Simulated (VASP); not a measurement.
# P in VASP: a series of runs, part 2 of 2

VASP 6.6.1.

## (3) Single point, PBE+D3(BJ)

This run uses another cell than the first one, of 79.72 Å³/atom, 0.955 times its volume.

File INCAR:

```
SYSTEM = P
ALGO = Normal ; DIPOL = 0.5 0.5 0.288
EDIFF = 1E-7 ; ENCUT = 520
GGA = PE ; IDIPOL = 3
ISIF = 2 ; ISMEAR = 0
IVDW = 12 ; LASPH = .TRUE.
LCHARG = .FALSE. ; LDIPOL = .TRUE.
LREAL = .FALSE. ; LWAVE = .FALSE.
NBANDS = 18 ; NELM = 80
PREC = Accurate ; SIGMA = 0.02
```

File KPOINTS:

```
k-points
0
G
  9 9 1
  0 0 0
```

File POSCAR:

```
P
1.0
    3.2585642800     -0.0000002504      0.0000000000
   -1.6292819231      2.8219995715      0.0000000000
    0.0000000000      0.0000000000     34.6790344000
P
4
Direct
    0.6666666667      0.3333333333      0.2325907688
    0.3333333333      0.6666666667      0.1967700527
    0.6666666667      0.3333333333      0.3441265576
    0.0000000000      0.0000000000      0.3799472736
```

Potentials or basis: VASP PAW PBE potentials, release 64 (P).

The run is started by

```
> cat potpaw_PBE.64/P/POTCAR > POTCAR
> mpirun -np 1 vasp_std > vasp.out
```

OUTCAR:

```text
SYSTEM = P
   EDIFF = 1E-7
   ENCUT = 520
   GGA = PE
   ISIF = 2
   ISMEAR = 0
   IVDW = 12
   LASPH = .TRUE.
   LREAL = .FALSE.
   NELM = 80
   PREC = Accurate
 IVDW          = 12

 ion  position               nearest neighbor table
   1  0.667  0.333  0.233-   2 2.25   2 2.25   2 2.25
   2  0.333  0.667  0.197-   1 2.25   1 2.25   1 2.25
   3  0.667  0.333  0.344-   4 2.25   4 2.25   4 2.25
   4  0.000  0.000  0.380-   3 2.25   3 2.25   3 2.25

  LATTYP: Found a hexagonal cell.
 ALAT       =     3.2585642800
 C/A-ratio  =    10.6424275908

  Lattice vectors:

 A1 = (   3.2585642800,  -0.0000002504,   0.0000000000)
 A2 = (  -1.6292819231,   2.8219995715,   0.0000000000)
 A3 = (   0.0000000000,   0.0000000000,  34.6790344000)

Analysis of symmetry for initial positions (statically):
=====================================================================
 Subroutine PRICEL returns:
 Original cell was already a primitive cell.

 Routine SETGRP: Setting up the symmetry group for a
 hexagonal supercell.

 Subroutine GETGRP returns: Found 12 space group operations
 (whereof  6 operations were pure point group operations)
 out of a pool of 24 trial point group operations.

The static configuration has the point symmetry C_3v.
 The point group associated with its full space group is D_3d.

Analysis of symmetry for dynamics (positions and initial velocities):
=====================================================================
 Subroutine PRICEL returns:
 Original cell was already a primitive cell.

 Routine SETGRP: Setting up the symmetry group for a
 hexagonal supercell.

 Subroutine GETGRP returns: Found 12 space group operations
 (whereof  6 operations were pure point group operations)
 out of a pool of 24 trial point group operations.

The dynamic configuration has the point symmetry C_3v.
 The point group associated with its full space group is D_3d.

 Subroutine INISYM returns: Found 12 space group operations
 (whereof  6 operations are pure point group operations),
 and found     1 'primitive' translations

[... 115 lines left out ...]
   LRPA    =     F    only Hartree local field effects (RPA)
 non-spin polarized calculation
 Gauss-broadening in eV      SIGMA  =   0.02
  energy-cutoff  :      520.00
  volume of cell :      318.90
 maximum number of plane-waves:      8676
   NGX = 13   NGY = 13   NGZ =129

 dipolmoment           0.000000      0.000000      0.000001 electrons x Angstroem

 number of electron      19.9999996 magnetization

 dipolmoment           0.000000      0.000000     -0.000000 electrons x Angstroem

 Free energy of the ion-electron system (eV)
  ---------------------------------------------------
  ext. energy  EPLUGINS =         0.00000000
  ---------------------------------------------------
  free energy    TOTEN  =       -21.42786021 eV

  energy without entropy =      -21.42786021  energy(sigma->0) =      -21.42786021

 E-fermi :  -3.0180     XC(G=0):  -2.7992

 val. band max:       -3.1364236133   @ k =   0.2222  -0.0000   0.0000
 cond. band min:      -1.6192618851   @ k =   0.3333  -0.0000   0.0000
 fundamental gap:      1.5171617283
 Fermi energy:        -3.0179530683

 k-point     1 :       0.0000    0.0000    0.0000
  band No.  band energies     occupation
      1     -17.6531      2.00000
      2     -17.6283      2.00000
      3     -10.0965      2.00000
      4      -9.7757      2.00000
      5      -4.3761      2.00000
      6      -3.4980      2.00000
[... 229 lines left out ...]
      5      -8.8425      2.00000
      6      -8.8425      2.00000
[... 10 lines left out ...]
     17       4.9465      0.00000
     18       4.9465      0.00000

------------------------ aborting loop because EDIFF is reached ----------------------------------------

 vacuum level on the upper side and lower side of the slab       (xc-potential included)        -0.015        -0.015

 Edisp (eV)   -0.99190

 E8    (eV) :    -0.3879

  FORCE on cell =-STRESS in cart. coord.  units (eV):
  Direction    XX          YY          ZZ          XY          YZ          ZX
  --------------------------------------------------------------------------------------
  -------------------------------------------------------------------------------------
  Total      -0.38525    -0.38525    -0.15061    -0.00000    -0.00000     0.00000
  in kB      -1.93552    -1.93552    -0.75666    -0.00000    -0.00000     0.00000
  external pressure =       -1.54 kB  Pullay stress =        0.00 kB

 VOLUME and BASIS-vectors are now :
 -----------------------------------------------------------------------------
  energy-cutoff  :      520.00
  volume of cell :      318.90
      direct lattice vectors                 reciprocal lattice vectors
     3.258564280 -0.000000250  0.000000000     0.306883633  0.177179317  0.000000000
    -1.629281923  2.821999572  0.000000000     0.000000027  0.354358680  0.000000000
     0.000000000  0.000000000 34.679034400     0.000000000  0.000000000  0.028835866

 POSITION                                       TOTAL-FORCE (eV/Angst)
 -----------------------------------------------------------------------------------
      1.62928      0.94067      8.06602         0.000000      0.000000     -0.058363
      0.00000      1.88133      6.82380        -0.000000      0.000000      0.056941
      1.62928      0.94067     11.93398         0.000000      0.000000      0.058363
      0.00000      0.00000     13.17620        -0.000000     -0.000000     -0.056941
 -----------------------------------------------------------------------------------
    total drift:                               -0.000000      0.000000     -0.000008

  FREE ENERGIE OF THE ION-ELECTRON SYSTEM (eV)
  ---------------------------------------------------
  free  energy   TOTEN  =       -22.4197595458 eV

  energy  without entropy=      -22.4197595458  energy(sigma->0) =      -22.41975955

 vacuum level on the upper side and lower side of the slab         2.700         2.700
```

OSZICAR:

```text
N       E                     dE             d eps       ncg     rms          rms(c)
DAV:   1     0.133385665056E+03    0.13339E+03   -0.62669E+03   432   0.774E+02
DAV:   2    -0.603829187342E+01   -0.13942E+03   -0.13085E+03   678   0.143E+02
DAV:   3    -0.212989173459E+02   -0.15261E+02   -0.15186E+02   598   0.554E+01
[... 17 lines left out ...]
DAV:  21    -0.214278593539E+02   -0.67134E-06   -0.10507E-08   436   0.235E-04    0.103E-04
DAV:  22    -0.214278597859E+02   -0.43194E-06   -0.37156E-09   384   0.150E-04    0.177E-04
DAV:  23    -0.214278600582E+02   -0.27234E-06   -0.26205E-09   370   0.107E-04    0.180E-05
DAV:  24    -0.214278601638E+02   -0.10558E-06   -0.62814E-10   346   0.602E-05    0.513E-05
DAV:  25    -0.214278602078E+02   -0.44024E-07   -0.18412E-10   336   0.427E-05
   1 F= -.22419760E+02 E0= -.22419760E+02  d E =-.482531E-18
```

stdout:

```text
POSCAR found type information on POSCAR P
 POSCAR found :  1 types and       4 ions
 scaLAPACK will be used
 LDA part: xc-table for (Slater+PW92), standard interpolation
 POSCAR, INCAR and KPOINTS ok, starting setup
 FFT: planning ... GRIDC
 FFT: planning ... GRID_SOFT
 FFT: planning ... GRID
 WAVECAR not read
 entering main loop
```

Wall time 100 s (1 thread of Intel Xeon Platinum 8375C at 2.90GHz (Ice Lake), shared host); peak memory 0.38 GiB.

What came out:

| Item | Value |
| --- | --- |
| Free energy | -22.4198 eV |
| Largest force | 0.058 eV/Å |
| Band gap on the k mesh | 1.52 eV, indirect (least direct gap 1.88 eV) |
| Dispersion energy per atom | -0.248 eV |

Forces on the atoms (eV/Å):
```
P    0.000  0.000 -0.058
P    0.000  0.000  0.057
P    0.000  0.000  0.058
P    0.000  0.000 -0.057
```

Levels at points of the mesh, in eV from the valence-band top:
```tsv
k point	band 7	band 8	band 9	band 10	band 11	band 12	band 13	band 14
(0.00, 0.00, 0.00)	-0.36	-0.35	-0.35	-0.26	3.66	3.66	3.67	3.69
```
